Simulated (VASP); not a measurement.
## Moving the choice of potentials or basis in W

The cell as given:

It takes space group Im-3m (No. 229, cubic). Conventional cell: a = 3.165 Å, b = 3.165 Å, c = 3.165 Å, α = 90.00°, β = 90.00°, γ = 90.00°. W (site symmetry m-3m) has 8 W at 2.74 Å as nearest neighbours.

Kept alike: task relaxation of cell and atoms; functional PBE; k mesh 12 × 12 × 12; occupations fermi-dirac, width 0.05 eV; no spin polarisation. Program: VASP, cutoff 600 eV. The mesh is that of the run's cell of 1 atom. No spin-orbit coupling.

| run | volume (Å³/atom) |
| --- | --- |
| A | 16.178 |
| B | 15.965 |
| C | 16.097 |

The relaxations keep at least the cell's symmetry (Im-3m). For a metal such a mesh leaves the last digits unconverged. Relaxations stop with a little pressure left, so the last digits of a volume or edge aren't settled.

Problem. The runs differ in the choice of potentials or basis alone: W; W_sv; W_sv_GW. Which run is which?

Solution. Run A is W_sv; run B is W; run C is W_sv_GW. The volume runs from 15.965 (W) to 16.178 Å³/atom (W_sv). Measured: 15.8 Å³/atom (arxiv:2311.02034); nearest W, 0.16 Å³/atom off. The runs are for a static lattice.

All three choices give a slightly larger volume than measured, and the two sets with semicore states in the valence give the larger values. Tungsten's roughly half-filled 5d band populates mainly bonding states and pulls the atoms close together, so the filled 5s and 5p shells feel their surroundings. Treating these shells explicitly lets them relax and describes their overlap repulsion with neighbouring atoms, which probably accounts for the expansion relative to W. Semicore freedom can't be the whole story, however, since W_sv and W_sv_GW also differ from each other; their projectors and core radii are a likely source.

The closeness of W to experiment doesn't make it the most faithful potential. PBE tends to overestimate the volumes of 5d metals somewhat, so a contraction from the frozen semicore shells may partly cancel the functional's own error. The better test of a potential is an all-electron PBE volume, and the comparison with experiment can't separate the two contributions.
